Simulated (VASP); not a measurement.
# A VASP 6.6.1 single-point calculation on BP

INCAR

```
ENCUT = 520
EDIFF = 1E-7
ISMEAR = -1
GGA = CA
NBANDS = 11
NSW = 0
PREC = Accurate
NELMIN = 8
LCHARG = .FALSE.
ISIF = 2
LASPH = .TRUE.
LWAVE = .FALSE.
NELM = 120
IBRION = -1
LREAL = .FALSE.
SIGMA = 0.02
```

KPOINTS

```
KPOINTS created by Atomic Simulation Environment
0
Gamma
10 10 10
0 0 0
```

POSCAR

```
B  P
 1.0000000000000000
    -0.0000000000000000    2.1554244784631185    2.1554244784631185
     2.1554244784631185   -0.0000000000000000    2.1554244784631185
     2.1554244784631185    2.1554244784631185   -0.0000000000000000
 B   P
   1   1
Cartesian
 -0.0000000000000000  0.0000000000000000  0.0000000000000000
  2.1554244784631185  2.1554244784631185  2.1554244784631185
```

The recommended LDA PAW datasets give the neutral cell 8 valence electrons.

Command

```
mpirun -np 1 vasp_std
```

OSZICAR

```
N       E                     dE             d eps       ncg     rms          rms(c)
DAV:   1     0.831865651967E+01    0.83187E+01   -0.41351E+03  1042   0.671E+02
DAV:   2    -0.120084270503E+02   -0.20327E+02   -0.19529E+02  1342   0.106E+02
DAV:   3    -0.125894867786E+02   -0.58106E+00   -0.57206E+00  1287   0.153E+01
DAV:   4    -0.125915747368E+02   -0.20880E-02   -0.20699E-02  1222   0.101E+00
DAV:   5    -0.125915800481E+02   -0.53113E-05   -0.53114E-05  1240   0.536E-02    0.639E+00
DAV:   6    -0.123542229870E+02    0.23736E+00   -0.82889E-01  1126   0.353E+00    0.338E+00
DAV:   7    -0.123451214859E+02    0.91015E-02   -0.58445E-02  1263   0.136E+00    0.129E+00
DAV:   8    -0.123430723117E+02    0.20492E-02   -0.30080E-03  1124   0.289E-01    0.183E-01
DAV:   9    -0.123430388676E+02    0.33444E-04   -0.17697E-04  1202   0.755E-02    0.340E-02
DAV:  10    -0.123430395191E+02   -0.65148E-06   -0.13109E-05  1146   0.223E-02    0.142E-02
DAV:  11    -0.123430393569E+02    0.16215E-06   -0.16749E-06  1230   0.595E-03    0.326E-03
DAV:  12    -0.123430393309E+02    0.26018E-07   -0.10683E-07   601   0.207E-03
   1 F= -.12343039E+02 E0= -.12341764E+02  d E =-.255005E-02
```

From OUTCAR

```
k-points           NKPTS =     47   k-points in BZ     NKDIM =     47   number of bands    NBANDS=     11

   NELECT =       8.0000    total number of electrons

   dimension x,y,z NGX =    24 NGY =   24 NGZ =   24
   dimension x,y,z NGXF=    48 NGYF=   48 NGZF=   48

  energy-cutoff  :      520.00
  volume of cell :       20.03
      direct lattice vectors                 reciprocal lattice vectors
     0.000000000  2.155424478  2.155424478    -0.231972869  0.231972869  0.231972869
     2.155424478  0.000000000  2.155424478     0.231972869 -0.231972869  0.231972869
     2.155424478  2.155424478  0.000000000     0.231972869  0.231972869 -0.231972869

 k-points in reciprocal lattice and weights: KPOINTS created by Atomic Simulation Env
   0.00000000  0.00000000  0.00000000       0.001
   0.10000000  0.00000000  0.00000000       0.008
   0.20000000  0.00000000  0.00000000       0.008
   0.30000000  0.00000000  0.00000000       0.008
   0.40000000  0.00000000  0.00000000       0.008
   0.50000000  0.00000000  0.00000000       0.004
   0.10000000  0.10000000  0.00000000       0.006
   0.20000000  0.10000000  0.00000000       0.024
   ...

 E-fermi :   9.7249

 k-point     1 :       0.0000    0.0000    0.0000
  band No.  band energies     occupation
      1      -7.0919      2.00000
      2       9.7899      0.07489
      3       9.7899      0.07489
      4       9.7899      0.07489
      5      16.4386      0.00000
      6      17.7599      0.00000
      7      17.7599      0.00000
      8      17.7599      0.00000
      9      18.3526      0.00000
     10      18.3526      0.00000
     11      18.3526      0.00000

 k-point     2 :       0.1000    0.0000    0.0000
  band No.  band energies     occupation
      1      -6.8790      2.00000
      2       8.5224      2.00000
      3       9.7289      0.90021
      4       9.7289      0.90020
      5      16.5286      0.00000
      6      16.9544      0.00000
      7      16.9544      0.00000
      8      18.0196      0.00000
      9      18.2513      0.00000
     10      18.2513      0.00000
     11      18.3806      0.00000

 k-point     3 :       0.2000    0.0000    0.0000
  band No.  band energies     occupation
      1      -6.2438      2.00000
      2       5.9631      2.00000
      3       9.6390      1.97316
      4       9.6390      1.97316
      5      14.9300      0.00000
      6      14.9300      0.00000
      7      15.9616      0.00000
      8      17.7779      0.00000
      9      19.6218      0.00000
     10      19.6218      0.00000
     11      19.9010      0.00000

 k-point     4 :       0.3000    0.0000    0.0000
  band No.  band energies     occupation
      1      -5.2005      2.00000
      2       3.2389      2.00000
      3       9.6886      1.72019
      4       9.6886      1.72019
      5      13.1636      0.00000
      6      13.1636      0.00000
      7      15.3714      0.00000
      8      17.3733      0.00000
      9      21.6550      0.00000
     10      21.6550      0.00000
     11      21.8465      0.00000

 k-point     5 :       0.4000    0.0000    0.0000
  band No.  band energies     occupation
      1      -3.8045      2.00000
      2       0.7597      2.00000
      3       9.9935      0.00000
      4       9.9935      0.00000
      5      11.7714      0.00000
      6      11.7714      0.00000
      7      14.9907      0.00000
      8      17.0735      0.00000
      9      23.7381      0.00000
     10      24.0350      0.00000
     11      24.0350      0.00000

 ...

  Total       -0.7808846     -0.7808846     -0.7808846      0.0000000     -0.0000000      0.0000000
  in kB      -62.4696451    -62.4696451    -62.4696451      0.0000000     -0.0000000      0.0000000
  external PRESSURE =     -62.4696451 kB  Pullay stress =       0.0000000 kB

 POSITION                                       TOTAL-FORCE (eV/Angst)
 -----------------------------------------------------------------------------------
      0.00000      0.00000      0.00000        -0.000000     -0.000000     -0.000000
      2.15542      2.15542      2.15542         0.000000      0.000000      0.000000
 -----------------------------------------------------------------------------------
    total drift:                                0.000000     -0.000000     -0.000000

  FREE ENERGIE OF THE ION-ELECTRON SYSTEM (eV)
  ---------------------------------------------------
  free  energy   TOTEN  =       -12.3430393309 eV

  energy  without entropy=      -12.3404892824  energy(sigma->0) =      -12.34176431
```

It converged. Results: gap between bands v and c on the k mesh -3.75 eV (bands overlap: a metal); least direct gap on the k mesh 0.53 eV; pressure -6.2 GPa. Band v is the last that the valence electrons fill when counted band by band, and c is the next.

For comparison, a separate LDA run of the intended cell, on usual settings and not on those above, gives a gap of -3.75 eV on its mesh and a pressure of -6.2 GPa.

The run above took about 6.2 s on one core of a shared host (Intel Xeon Platinum 8488C) and held 0.12 GiB at most.
